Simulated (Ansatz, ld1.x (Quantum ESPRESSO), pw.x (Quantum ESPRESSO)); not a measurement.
## From atom to crystal: ultrasoft potential for tellurium

```
Element                 : tellurium
Generator               : ld1.x (Quantum ESPRESSO) 7.5
Type                    : ultrasoft
Functional              : PBEsol
Relativity              : scalar-relativistic
Frozen core             : [Kr] 4d10
Valence charge          : 6
Reference configuration : 5s2 5p2 (charge +2)
Partial waves           : 5s (bound): rcut 1.65, rcutus 2.00 bohr; 5s channel at -1.9 Ry: rcut 1.65, rcutus 2.00 bohr; 5p (bound): rcut 1.85, rcutus 2.35 bohr; 5p channel at 2.2 Ry: rcut 1.85, rcutus 2.35 bohr; 5d channel at 0.5 Ry: rcut 2.00, rcutus 2.40 bohr; 5d channel at 2.1 Ry: rcut 2.00, rcutus 2.40 bohr
Local potential         : all-electron potential smoothed inside 2.40 bohr (lloc = -1)
Core correction         : Bessel-smoothed model core, default radius (core density twice the valence density)
Augmentation charge     : PSQ, radius 1.80 bohr
```

Atomic tests: cutoffs needed: 8 Ry and 18 Ry (the cutoffs (Ry, on a coarse ladder) from which the occupation-weighted sum of valence levels, in a spherical-Bessel basis at the reference potential, stays within 10 and 1 mRy of its value at 400 Ry); ghost test: no extra level below or beside the all-electron valence levels (s, p, d, f tested) (spherical-Bessel basis up to 400 Ry, 20 bohr box); largest excitation error: -190 meV (all-electron minus pseudo) for 5s2 5p0, out of 7 test configurations.

Crystal test: fcc Te in pw.x 7.5, no spin, 12³ k-points, Fermi–Dirac smearing 0.01 Ry, cutoffs 40/320 Ry. The reference is all-electron LAPW (Ansatz 0.2.0) with the same functional, mesh and smearing; V0 and B0 come from Birch–Murnaghan fits to the pressures at five volumes. Errors are pseudo minus all-electron; Δ is the rms difference of the E(V) curves that follow from these fits, minima aligned, over ±6 % about the mean V0. Mesh and smearing are coarse, so the numbers serve the comparison and aren't converged zero-temperature values; the lattice is a test structure that the element need not adopt.

All-electron: a0 = 4.756 Å (V0 = 26.89 Å³/atom), B0 = 63.4 GPa.

Task: How far does the potential miss the all-electron equation of state?

Result: mean pressure error (GPa): +0.17; a0 (Å): 4.760; a0 error (%): +0.08; B0 error (%): +1.0; Δ (meV/atom): 1.0.

```
V (Å³/atom)  P all-electron (GPa)  P pseudo (GPa)
     25.498                  3.82            4.07
     26.169                  1.84            2.04
     26.840                  0.12            0.29
     27.511                 -1.37           -1.23
     28.182                 -2.66           -2.56
```

Task: At the middle volume, how do free energy and pressure move when the wave cutoff is lowered (ecutrho held at 320 Ry)?

Result:

```csv
cutoff (Ry),shift of F (meV/atom),shift of P (GPa)
18,+7.7,-0.12
24,+3.9,-0.01
32,+1.0,-0.03
```

Input at the middle volume:

```
&control
  calculation='scf', prefix='x', pseudo_dir='./', outdir='./tmp', tstress=.true., disk_io='none'
/
&system
  ibrav=0, nat=1, ntyp=1, ecutwfc=40, ecutrho=320, nbnd=10,
  occupations='smearing', smearing='fd', degauss=0.01
/
&electrons
  conv_thr=1e-09, mixing_beta=0.4, electron_maxstep=70
/
ATOMIC_SPECIES
Te 1.0 Te.UPF
CELL_PARAMETERS angstrom
  0.00000000 2.37638885 2.37638885
  2.37638885 0.00000000 2.37638885
  2.37638885 2.37638885 0.00000000
ATOMIC_POSITIONS crystal
Te 0.0000 0.0000 0.0000
K_POINTS automatic
12 12 12 0 0 0
```

```bash
pw.x < Te.scf.in > Te.scf.out
```

Lines of the output:

```
Message from routine setup:
     using ibrav=0 with symmetry is DISCOURAGED, use correct ibrav instead
     lattice parameter (alat)  =       6.3508  a.u.
     unit-cell volume          =     181.1253 (a.u.)^3
     number of electrons       =         6.00
     number of Kohn-Sham states=           10
     kinetic-energy cutoff     =      40.0000  Ry
     charge density cutoff     =     320.0000  Ry
     scf convergence threshold =      1.0E-09
     Exchange-correlation= PBESOL
     number of k points=    72  Fermi-Dirac smearing, width (Ry)=  0.0100
     iteration #  1     ecut=    40.00 Ry     beta= 0.40
     total energy              =     -46.10393349 Ry
     estimated scf accuracy    <       0.23994162 Ry
     iteration #  2     ecut=    40.00 Ry     beta= 0.40
     total energy              =     -46.07548865 Ry
     estimated scf accuracy    <       0.05897576 Ry
     iteration #  3     ecut=    40.00 Ry     beta= 0.40
     total energy              =     -46.08285021 Ry
     estimated scf accuracy    <       0.00013361 Ry
     iteration #  4     ecut=    40.00 Ry     beta= 0.40
     total energy              =     -46.08292407 Ry
     estimated scf accuracy    <       0.00001850 Ry
     iteration #  5     ecut=    40.00 Ry     beta= 0.40
     total energy              =     -46.08292308 Ry
     estimated scf accuracy    <       0.00000269 Ry
     iteration #  6     ecut=    40.00 Ry     beta= 0.40
     total energy              =     -46.08292338 Ry
     estimated scf accuracy    <       0.00000003 Ry
     iteration #  7     ecut=    40.00 Ry     beta= 0.40
     total energy              =     -46.08292338 Ry
     estimated scf accuracy    <          3.5E-09 Ry
     iteration #  8     ecut=    40.00 Ry     beta= 0.40
     the Fermi energy is     8.5995 ev
!    total energy              =     -46.08292338 Ry
     estimated scf accuracy    <          1.7E-10 Ry
     smearing contrib. (-TS)   =      -0.00408850 Ry
     The total energy is F=E-TS. E is the sum of the following terms:
     one-electron contribution =       6.21421896 Ry
     hartree contribution      =       0.39728340 Ry
     xc contribution           =     -34.31300752 Ry
     ewald contribution        =     -18.37732972 Ry
     convergence has been achieved in   8 iterations
          total   stress  (Ry/bohr**3)                   (kbar)     P=        2.88
     Message from routine punch:
     Nothing written, as per user request (disk_io='none')
```

The run at the middle volume (72 k-points, 8 iterations) took about 6.3 s on one core of a shared host (Neoverse-V2, 32 threads, 247 GiB, load 18).
